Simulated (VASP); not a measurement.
# SnSe2 (P-3m1) in VASP: notebook

Runs on SnSe2. Level: PBE+D3(BJ). Tasks: relaxation of cell and atoms.

Program: VASP 6.6.1. These are calculated values, not measurements. Logs are shortened: lines on timing, memory, paths and dates and some standing lists are left out, and cuts for length are marked.

## 1. Starting point

It takes space group P-3m1 (No. 164, trigonal). Conventional cell: a = 3.811 Å, b = 3.811 Å, c = 6.136 Å, α = 90.00°, β = 90.00°, γ = 120.00°. Sn (site symmetry -3m) has 6 Se at 2.68 Å as nearest neighbours. Se (site symmetry 3m) has 3 Sn at 2.68 Å as nearest neighbours.

## 2. Relaxation of cell and atoms, PBE+D3(BJ)

Contents of INCAR:

```
PREC = Accurate
ENCUT = 600
EDIFF = 1E-6
ISMEAR = 0
SIGMA = 0.03
LREAL = False
LASPH = True
NELM = 80
ALGO = Normal
ISIF = 3
LWAVE = False
LCHARG = False
GGA = PE
IVDW = 12
IBRION = 2
NSW = 90
EDIFFG = -0.01
KPAR = 2
```

Contents of KPOINTS:

```
Automatic mesh
0
Gamma
  9 9 5
```

Contents of POSCAR:

```
SnSe2
1.0
    3.8110000000      0.0000000000      0.0000000000
   -1.9055000000      3.3004228138      0.0000000000
    0.0000000000      0.0000000000      6.1360000000
Sn Se
1 2
Direct
    0.0000000000      0.0000000000      0.0000000000
    0.3333333333      0.6666666667      0.2490000000
    0.6666666667      0.3333333333      0.7510000000
```

Potentials or basis: VASP PAW PBE potentials, release 64 (Sn_d, Se).

Run with:

```sh
cat potpaw_PBE.64/Sn_d/POTCAR potpaw_PBE.64/Se/POTCAR > POTCAR
mpirun -np 2 vasp_std > vasp.out
```

OUTCAR:

```text
PREC = Accurate
   ENCUT = 600
   EDIFF = 1E-6
   ISMEAR = 0
   LREAL = False
   LASPH = True
   NELM = 80
   ISIF = 3
   GGA = PE
   IVDW = 12
   IBRION = 2
   NSW = 90
   EDIFFG = -0.01
 IVDW          = 12

 ion  position               nearest neighbor table
   1  0.000  0.000  0.000-   2 2.68   3 2.68   2 2.68   3 2.68   3 2.68   2 2.68
   2  0.333  0.667  0.249-   1 2.68   1 2.68   1 2.68
   3  0.667  0.333  0.751-   1 2.68   1 2.68   1 2.68

  LATTYP: Found a hexagonal cell.
 ALAT       =     3.8110000000
 C/A-ratio  =     1.6100760955

  Lattice vectors:

 A1 = (   3.8110000000,   0.0000000000,   0.0000000000)
 A2 = (  -1.9055000000,   3.3004228138,   0.0000000000)
 A3 = (   0.0000000000,   0.0000000000,   6.1360000000)

Analysis of symmetry for initial positions (statically):
=====================================================================
 Subroutine PRICEL returns:
 Original cell was already a primitive cell.

 Routine SETGRP: Setting up the symmetry group for a
 hexagonal supercell.

 Subroutine GETGRP returns: Found 12 space group operations
 (whereof 12 operations were pure point group operations)
 out of a pool of 24 trial point group operations.

The static configuration has the point symmetry D_3d.

Analysis of symmetry for dynamics (positions and initial velocities):
=====================================================================
 Subroutine PRICEL returns:
 Original cell was already a primitive cell.

 Routine SETGRP: Setting up the symmetry group for a
 hexagonal supercell.

 Subroutine GETGRP returns: Found 12 space group operations
 (whereof 12 operations were pure point group operations)
 out of a pool of 24 trial point group operations.

The dynamic configuration has the point symmetry D_3d.

 Subroutine INISYM returns: Found 12 space group operations
 (whereof 12 operations are pure point group operations),
 and found     1 'primitive' translations

----------------------------------------------------------------------------------------

                                     Primitive cell

  volume of cell :      77.1781

  direct lattice vectors                    reciprocal lattice vectors
     3.811000000  0.000000000  0.000000000     0.262398321  0.151495741  0.000000000
    -1.905500000  3.300422814  0.000000000     0.000000000  0.302991482  0.000000000
     0.000000000  0.000000000  6.136000000     0.000000000  0.000000000  0.162972621

  length of vectors
     3.811000000  3.811000000  6.136000000     0.302991482  0.302991482  0.162972621

  position of ions in fractional coordinates (direct lattice)
[... 87 lines left out ...]
   ISIF   =      3    stress and relaxation
   ISYM   =      2    0-nonsym 1-usesym 2-fastsym
   POTIM  = 0.5000    time-step for ionic-motion
   TEBEG  =    0.0;   TEEND  =   0.0 temperature during run
   PSTRESS=    0.0 pullay stress
   NELECT =      26.0000    total number of electrons
   NUPDOWN=      -1.0000    fix difference up-down
   EMIN   =  10.00;   EMAX   =-10.00  energy-range for DOS
   EFERMI =   0.00;   METHOD = LEGACY
   ISMEAR =     0;   SIGMA  =   0.03  broadening in eV -4-tet -1-fermi 0-gaus
   EFERMI_NEDOS =   21; number of points for ismear=-14 and -15
   IALGO  =     38    algorithm
   IMIX   =      4    mixing-type and parameters
     AMIX     =   0.40;   BMIX     =  1.00
     AMIX_MAG =   1.60;   BMIX_MAG =  1.00
  volume/ion in A,a.u.               =      25.73       173.61
  Fermi-wavevector in a.u.,A,eV,Ry     =   1.139116  2.152617 17.654722  1.297585
  Thomas-Fermi vector in A             =   2.275820
   LORBIT       =      0    0 simple, 1 ext, 2 COOP (PROOUT), +10 PAW based schemes
   GGA     = PE    functional components
   LHFCALC =     F    Hartree Fock is set to
   AEXX    =    0.0000 exact exchange contribution
   IVDW    =    12    specifies the selected vdW correction
   LEPSILON=     F    determine dielectric tensor
   LRPA    =     F    only Hartree local field effects (RPA)
 conjugate gradient relaxation of ions
 non-spin polarized calculation
 Gauss-broadening in eV      SIGMA  =   0.03
  energy-cutoff  :      600.00
  volume of cell :       77.18
 maximum number of plane-waves:      2605
   NGX = 15   NGY = 15   NGZ = 25

--------------------------------------- Ionic step        1  -------------------------------------------

 number of electron      25.9999991 magnetization

 Free energy of the ion-electron system (eV)
  ---------------------------------------------------
  ext. energy  EPLUGINS =         0.00000000
  ---------------------------------------------------
  free energy    TOTEN  =       -11.74732508 eV

  energy without entropy =      -11.74732508  energy(sigma->0) =      -11.74732508

------------------------ aborting loop because EDIFF is reached ----------------------------------------

 Edisp (eV)   -1.08284

 E8    (eV) :    -0.4736
[... 108 lines left out ...]
  FREE ENERGIE OF THE ION-ELECTRON SYSTEM (eV)
  ---------------------------------------------------
  free  energy   TOTEN  =       -12.8818463452 eV

  energy  without entropy=      -12.8818463452  energy(sigma->0) =      -12.88184635

 E-fermi :   4.0513     XC(G=0):  -9.3733

 val. band max:        3.9204493551   @ k =   0.1111  -0.0000   0.2000
 cond. band min:       4.5142104362   @ k =   0.0000   0.4444   0.4000
 fundamental gap:      0.5937610811
 Fermi energy:         4.0512601665

 k-point     1 :       0.0000    0.0000    0.0000
  band No.  band energies     occupation
      1     -17.3064      2.00000
      2     -17.3064      2.00000
      3     -17.2685      2.00000
      4     -17.2580      2.00000
      5     -17.2580      2.00000
      6      -9.7989      2.00000
[... 459 lines left out ...]
      6      -8.9763      2.00000
[... 9 lines left out ...]
     16       8.9998      0.00000
     17      10.2045      0.00000

 [... further k-points ...]

[... ionic steps 4 to 12 ...]

--------------------------------------- Ionic step       13  -------------------------------------------

 number of electron      25.9999996 magnetization

------------------------ aborting loop because EDIFF is reached ----------------------------------------
[... 77 lines left out ...]
--------------------------------------- Ionic step       15  -------------------------------------------

 number of electron      25.9999996 magnetization

 Free energy of the ion-electron system (eV)
  ---------------------------------------------------
  ext. energy  EPLUGINS =         0.00000000
  ---------------------------------------------------
  free energy    TOTEN  =       -11.80561731 eV

  energy without entropy =      -11.80561731  energy(sigma->0) =      -11.80561731

 E-fermi :   4.6102     XC(G=0):  -9.5656

 val. band max:        4.4103619294   @ k =   0.1111  -0.0000   0.0000
 cond. band min:       4.8453868145   @ k =   0.0000   0.4444   0.4000
 fundamental gap:      0.4350248851
 Fermi energy:         4.6102474057

 k-point     1 :       0.0000    0.0000    0.0000
  band No.  band energies     occupation
      1     -16.9711      2.00000
      2     -16.9711      2.00000
      3     -16.9371      2.00000
      4     -16.9259      2.00000
      5     -16.9259      2.00000
      6      -9.5068      2.00000
[... 505 lines left out ...]
  FREE ENERGIE OF THE ION-ELECTRON SYSTEM (eV)
  ---------------------------------------------------
  free  energy   TOTEN  =       -12.8976796262 eV

  energy  without entropy=      -12.8976796262  energy(sigma->0) =      -12.89767963

 reached required accuracy - stopping structural energy minimisation
```

Run time: 2.3 min. Hardware: 2 MPI ranks of Intel Xeon 6975P-C (Granite Rapids), shared host; peak memory 0.27 GiB.

Results:

```yaml
Free_energy: -12.8977 eV
Relaxed_volume: 25.57 Å³/atom
Relaxed_cell: a = 3.839 Å, b = 3.839 Å, c = 6.009 Å, α = 90.00°, β = 90.00°, γ = 120.00°
Space_group_after_relaxing_to_0.05_Å: P-3m1 (No. 164)
Energy_gained_by_relaxing: 22.5 meV/atom
Ionic_steps: 15
Pressure_after_relaxing: 0.0 GPa
Largest_force_after_relaxing: 0.009 eV/Å
Band_gap_on_the_k_mesh: 0.43 eV, indirect (least direct gap 0.82 eV)
Dispersion_energy_per_atom: -0.364 eV
```

Forces on the atoms (eV/Å):
```
Sn   0.000  0.000  0.000
Se   0.000  0.000 -0.009
Se   0.000  0.000  0.009
```

Stress tensor (GPa, compression positive):
```
 0.05  0.00  0.00
 0.00  0.05  0.00
 0.00  0.00 -0.04
```

Step by step:
```csv
step,energy change (eV),largest force (eV/Å),pressure (GPa),volume (Å³)
1,0.0000,0.8170,3.32,77.18
2,-0.0197,0.2899,-2.87,83.28
3,-0.0517,0.1634,-0.43,80.49
4,-0.0517,0.1750,-0.35,80.42
5,-0.0556,0.1286,-0.22,79.88
6,-0.0575,0.0774,-0.05,79.31
7,-0.0576,0.0634,0.00,79.15
8,-0.0596,0.0466,-0.06,78.93
9,-0.0641,0.0019,-0.24,78.26
10,-0.0665,0.0943,-0.45,76.89
11,-0.0668,0.0664,-0.38,77.28
12,-0.0669,0.0461,0.41,76.18
13,-0.0675,0.0072,0.05,76.70
14,-0.0675,0.0101,0.00,76.73
15,-0.0675,0.0087,0.02,76.71
```

Final structure:
```cif
data_structure
_symmetry_space_group_name_H-M 'P 1'
_symmetry_Int_Tables_number 1
_cell_length_a 3.8394
_cell_length_b 3.8394
_cell_length_c 6.0092
_cell_angle_alpha 90.000
_cell_angle_beta 90.000
_cell_angle_gamma 120.000
_cell_volume 76.71
loop_
_atom_site_label
_atom_site_type_symbol
_atom_site_fract_x
_atom_site_fract_y
_atom_site_fract_z
_atom_site_occupancy
Sn1 Sn 0.00000 0.00000 0.00000 1
Se1 Se 0.33333 0.66667 0.26558 1
Se2 Se 0.66667 0.33333 0.73442 1
```

Caveat: spin-orbit coupling is left out, which moves the levels of the heavy elements; an odd mesh through Γ misses points on the zone boundary, where band edges often lie.

## 3. Relaxation of cell and atoms, PBE+D3(BJ)

This run uses another cell than the first one, of 25.57 Å³/atom, 0.994 times its volume.

INCAR: that of step 2 with these lines changed.

```diff
@@ -2,3 +2,3 @@
 ENCUT = 600
-EDIFF = 1E-6
+EDIFF = 1E-7
 ISMEAR = 0
@@ -16,3 +16,3 @@
 NSW = 90
-EDIFFG = -0.01
+EDIFFG = -0.005
 KPAR = 2
```

KPOINTS is that of step 2.

Contents of POSCAR:

```
SnSe2                                   
1.0
    3.8394217831     -0.0000000000     -0.0000000000
   -1.9197108915      3.3250368000     -0.0000000000
   -0.0000000000      0.0000000000      6.0091818213
  Sn              Se            
     1     2
Direct
     0.0000000000000000    0.0000000000000000    0.0000000000000000
     0.3333333332999970    0.6666666667000030    0.2655766686425288
     0.6666666667000030    0.3333333332999970    0.7344233313574713
```

Potentials or basis: VASP PAW PBE potentials, release 64 (Sn_d, Se).

Run with:

```sh
cat potpaw_PBE.64/Sn_d/POTCAR potpaw_PBE.64/Se/POTCAR > POTCAR
mpirun -np 2 vasp_std > vasp.out
```

Run time: 23 s. Hardware: 2 MPI ranks of Intel Xeon 6975P-C (Granite Rapids), shared host; peak memory 0.27 GiB.

It converged, with:

```
Free energy                            : -12.8977 eV
Relaxed volume                         : 25.58 Å³/atom
Relaxed cell                           : a = 3.841 Å, b = 3.841 Å, c = 6.007 Å, α = 90.00°, β = 90.00°, γ = 120.00°
Space group after relaxing (to 0.05 Å) : P-3m1 (No. 164)
Energy gained by relaxing              : 0.0 meV/atom
Ionic steps                            : 2
Pressure after relaxing                : 0.0 GPa
Largest force after relaxing           : 0.004 eV/Å
Band gap on the k mesh                 : 0.43 eV, indirect (least direct gap 0.81 eV)
Dispersion energy per atom             : -0.364 eV
```

Forces in eV/Å, atoms in the order of the input:
```
Sn   0.000  0.000  0.000
Se   0.000  0.000 -0.004
Se   0.000  0.000  0.004
```

Final structure:
```cif
data_structure
_symmetry_space_group_name_H-M 'P 1'
_symmetry_Int_Tables_number 1
_cell_length_a 3.8408
_cell_length_b 3.8408
_cell_length_c 6.0073
_cell_angle_alpha 90.000
_cell_angle_beta 90.000
_cell_angle_gamma 120.000
_cell_volume 76.75
loop_
_atom_site_label
_atom_site_type_symbol
_atom_site_fract_x
_atom_site_fract_y
_atom_site_fract_z
_atom_site_occupancy
Sn1 Sn 0.00000 0.00000 0.00000 1
Se1 Se 0.33333 0.66667 0.26551 1
Se2 Se 0.66667 0.33333 0.73449 1
```

Levels at points of the mesh, in eV from the valence-band top:
| k point | band 11 | band 12 | band 13 | band 14 | band 15 | band 16 |
| --- | --- | --- | --- | --- | --- | --- |
| (0.00, 0.00, 0.00) | -0.54 | -0.54 | -0.10 | 0.71 | 2.93 | 4.49 |

Caveat: spin-orbit coupling is left out, which moves the levels of the heavy elements; an odd mesh through Γ misses points on the zone boundary, where band edges often lie.
